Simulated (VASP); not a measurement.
# ZnO (P6_3mc) in VASP: notebook, part 2 of 2

VASP 6.6.1. The steps go on from the part before.

## Step 4: Single point, PBE

File INCAR:

```
ALGO = Normal
EDIFF = 1E-6
ENCUT = 520
GGA = PE
ISIF = 2
ISMEAR = 0
LASPH = T
LCHARG = T
LELF = T
LREAL = F
LVHAR = T
LWAVE = F
NBANDS = 26
NELM = 100
PREC = Accurate
SIGMA = 0.05
```

File KPOINTS:

```
k-points
0
Gamma
  9 9 6
```

File POSCAR:

```
ZnO
1.0
    3.2790867922      0.0000000000      0.0000000000
   -1.6395433961      2.8397724632      0.0000000000
    0.0000000000      0.0000000000      5.2928719384
Zn O
2 2
Direct
    0.3333333333      0.6666666667      0.0014808809
    0.6666666667      0.3333333333      0.5014808809
    0.3333333333      0.6666666667      0.3806191191
    0.6666666667      0.3333333333      0.8806191191
```

Potentials or basis: VASP PAW PBE potentials, release 64 (Zn, O).

Launch:

```bash
$ cat potpaw_PBE.64/Zn/POTCAR potpaw_PBE.64/O/POTCAR > POTCAR
$ mpirun -np 1 vasp_std > vasp.out
```

OUTCAR:

```text
EDIFF = 1E-6
   ENCUT = 520
   GGA = PE
   ISIF = 2
   ISMEAR = 0
   LASPH = T
   LREAL = F
   NELM = 100
   PREC = Accurate

 ion  position               nearest neighbor table
   1  0.333  0.667  0.001-   4 2.00   4 2.00   4 2.00   3 2.01
   2  0.667  0.333  0.501-   3 2.00   3 2.00   3 2.00   4 2.01
   3  0.333  0.667  0.381-   2 2.00   2 2.00   2 2.00   1 2.01
   4  0.667  0.333  0.881-   1 2.00   1 2.00   1 2.00   2 2.01

  LATTYP: Found a hexagonal cell.
 ALAT       =     3.2790867922
 C/A-ratio  =     1.6141298702

  Lattice vectors:

 A1 = (   3.2790867922,   0.0000000000,   0.0000000000)
 A2 = (  -1.6395433961,   2.8397724632,   0.0000000000)
 A3 = (   0.0000000000,   0.0000000000,   5.2928719384)

Analysis of symmetry for initial positions (statically):
=====================================================================
 Subroutine PRICEL returns:
 Original cell was already a primitive cell.

 Routine SETGRP: Setting up the symmetry group for a
 hexagonal supercell.

[... 166 lines left out ...]
  ext. energy  EPLUGINS =         0.00000000
  ---------------------------------------------------
  free energy    TOTEN  =       -17.86070385 eV

  energy without entropy =      -17.86070385  energy(sigma->0) =      -17.86070385

 E-fermi :   1.1398     XC(G=0): -10.7272

 val. band max:        0.8983072794   @ k =   0.0000   0.0000   0.0000
 cond. band min:       1.6264414339   @ k =   0.0000   0.0000   0.0000
 fundamental gap:      0.7281341545
 Fermi energy:         1.1397588486

 k-point     1 :       0.0000    0.0000    0.0000
  band No.  band energies     occupation
      1     -16.9226      2.00000
      2     -16.2548      2.00000
      3      -4.6406      2.00000
      4      -4.6406      2.00000
      5      -4.6003      2.00000
      6      -4.4868      2.00000
[... 685 lines left out ...]
     25      14.1796      0.00000
     26      14.9501      0.00000

 [... further k-points ...]
[... 5 lines left out ...]
  --------------------------------------------------------------------------------------
  -------------------------------------------------------------------------------------
  Total        0.2947156      0.2947156      0.2863227      0.0000000     -0.0000000     -0.0000000
  in kB        9.5804503      9.5804503      9.3076165      0.0000000     -0.0000000     -0.0000000
  external PRESSURE =       9.4895057 kB  Pullay stress =       0.0000000 kB

 VOLUME and BASIS-vectors are now :
 -----------------------------------------------------------------------------
  energy-cutoff  :      520.00
  volume of cell :       49.29
      direct lattice vectors                 reciprocal lattice vectors
     3.279086792  0.000000000  0.000000000     0.304962956  0.176070445  0.000000000
    -1.639543396  2.839772463  0.000000000     0.000000000  0.352140889  0.000000000
     0.000000000  0.000000000  5.292871938     0.000000000  0.000000000  0.188933345

 POSITION                                       TOTAL-FORCE (eV/Angst)
 -----------------------------------------------------------------------------------
     -0.00000      1.89318      0.00784        -0.000000      0.000000      0.002664
      1.63954      0.94659      2.65427         0.000000     -0.000000      0.002664
     -0.00000      1.89318      2.01457         0.000000      0.000000     -0.002664
      1.63954      0.94659      4.66100        -0.000000      0.000000     -0.002664
 -----------------------------------------------------------------------------------
    total drift:                               -0.000001     -0.000001     -0.001452

  FREE ENERGIE OF THE ION-ELECTRON SYSTEM (eV)
  ---------------------------------------------------
  free  energy   TOTEN  =       -17.8607038518 eV

  energy  without entropy=      -17.8607038518  energy(sigma->0) =      -17.86070385
```

OSZICAR:

```text
N       E                     dE             d eps       ncg     rms          rms(c)
DAV:   1     0.292240320969E+03    0.29224E+03   -0.18139E+04  2552   0.200E+03
DAV:   2     0.109810359069E+02   -0.28126E+03   -0.26356E+03  2644   0.406E+02
DAV:   3    -0.204689704507E+02   -0.31450E+02   -0.31017E+02  2772   0.138E+02
DAV:   4    -0.211017759283E+02   -0.63281E+00   -0.63142E+00  2718   0.200E+01
DAV:   5    -0.211049621977E+02   -0.31863E-02   -0.31861E-02  2736   0.148E+00    0.141E+01
DAV:   6    -0.176970165741E+02    0.34079E+01   -0.67563E+00  3968   0.626E+01    0.849E+00
DAV:   7    -0.178995347288E+02   -0.20252E+00   -0.29406E+00  2616   0.172E+01    0.512E+00
DAV:   8    -0.179087670527E+02   -0.92323E-02   -0.52000E-01  3598   0.740E+00    0.163E+00
DAV:   9    -0.178580032743E+02    0.50764E-01   -0.10404E-01  3604   0.631E+00    0.298E-01
DAV:  10    -0.178605661264E+02   -0.25629E-02   -0.35897E-02  2538   0.133E+00    0.124E-01
DAV:  11    -0.178606776200E+02   -0.11149E-03   -0.65055E-04  2750   0.436E-01    0.413E-02
DAV:  12    -0.178606968920E+02   -0.19272E-04   -0.17777E-04  3102   0.388E-01    0.156E-02
DAV:  13    -0.178607085229E+02   -0.11631E-04   -0.35286E-05  2794   0.997E-02    0.189E-02
DAV:  14    -0.178607040330E+02    0.44899E-05   -0.16608E-05  2752   0.358E-02    0.194E-03
DAV:  15    -0.178607038518E+02    0.18122E-06   -0.12426E-06  1766   0.986E-03
   1 F= -.17860704E+02 E0= -.17860704E+02  d E =-.865289E-14
```

stdout:

```text
POSCAR found type information on POSCAR ZnO
 POSCAR found :  2 types and       4 ions
 scaLAPACK will be used
 LDA part: xc-table for (Slater+PW92), standard interpolation
 POSCAR, INCAR and KPOINTS ok, starting setup
 FFT: planning ... GRIDC
 FFT: planning ... GRID_SOFT
 FFT: planning ... GRID
 WAVECAR not read
 entering main loop
```

Wall time 38 s (1 thread of Intel Xeon Platinum 8259CL at 2.50GHz (Skylake/Cascade Lake), shared host); peak memory 0.19 GiB.

Results:

```
Free energy            : -17.8607 eV
Pressure               : 0.9 GPa
Band gap on the k mesh : 0.73 eV, direct
```

Forces in eV/Å, atoms in the order of the input:
```
Zn   0.000  0.000  0.003
Zn   0.000  0.000  0.003
O    0.000  0.000 -0.003
O    0.000  0.000 -0.003
```

Levels at points of the mesh, in eV from the valence-band top:
| k point | band 16 | band 17 | band 18 | band 19 | band 20 | band 21 |
| --- | --- | --- | --- | --- | --- | --- |
| (0.00, 0.00, 0.00) | -0.08 | 0.00 | 0.00 | 0.73 | 5.09 | 8.07 |
| (0.00, 0.00, 0.50) | -0.37 | -0.37 | -0.37 | 3.36 | 3.36 | 9.91 |

## Step 5: Summary

| task | cell | cutoff (eV) | smearing | gap on the mesh (eV) | pressure (GPa) |
| --- | --- | --- | --- | --- | --- |
| single point | P6_3mc, 12.32 Å³/atom | 520 | gaussian 0.02 eV | 0.73 | 0.9 |
| relaxation of cell and atoms | relaxed | 600 | gaussian 0.02 eV | 0.72 | 0.0 |
| single point | P6_3mc, 12.32 Å³/atom | 520 | gaussian 0.05 eV | 0.73 | 0.9 |

Alike in all rows: level PBE; potentials or basis VASP PAW PBE potentials, release 64 (Zn, O); no spin polarisation; k mesh 9 × 9 × 6.

Absolute energies hang on the potentials; compare differences alone.

## Step 6: Against experiment

Step 2. A measured gap of ZnO is 3.37 eV (quoted in “Electronic structure of alkaline earth and post-transition metal oxides”, 2009, arxiv:0908.1581); the calculated 0.73 eV misses it by -2.64 eV. So large a miss can be the level of theory's own, or it may mean another phase, state or a wrong row. The value is that of PBE, without temperature or zero-point motion. Semilocal functionals fall short of measured gaps as a rule.

Step 4. Against the measured gap of ZnO, 3.37 eV (quoted in “Electronic structure of alkaline earth and post-transition metal oxides”, 2009, arxiv:0908.1581), the calculated 0.73 eV is off by -2.64 eV. So large a miss can be the level of theory's own, or it may mean another phase, state or a wrong row. The value is that of PBE, without temperature or zero-point motion. Semilocal functionals fall short of measured gaps as a rule.
